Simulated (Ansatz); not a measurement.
Crystal: BN.

```
N B
1.0
     0.00000    1.81300    1.81300
     1.81300    0.00000    1.81300
     1.81300    1.81300    0.00000
N B
1 1
Direct
  0.25000 0.25000 0.25000
  0.00000 0.00000 0.00000
```

The cell is a database's computed one.

Program: Ansatz 0.2.0. Alike in all runs: task band structure; potentials or basis Ansatz PAW; no spin polarisation; cell as given; k mesh 7 × 7 × 7; smearing fermi-dirac 0.05 eV; the mesh is coarse, so values aren't converged.

Q: Order these runs on this cell by their pressure, lowest first.
A. level r2SCAN50; cutoff (eV) 500
B. level HF; cutoff (eV) 420
C. level PBEsol0; cutoff (eV) 420
D. level r2SCAN0; cutoff (eV) 500

A: A (-18.0 GPa), C (-13.5 GPa), D (-11.7 GPa), B (-9.3 GPa).

Caveats: all runs use coarse meshes; the PAW data sets come from PBE, with cores solved anew for the run's functional, which leaves a small shift of forces and pressure; the thresholds are loose for stress; so large a pressure means that the cell lies far from this level's equilibrium, or that cutoff or potentials fall short (some runs).
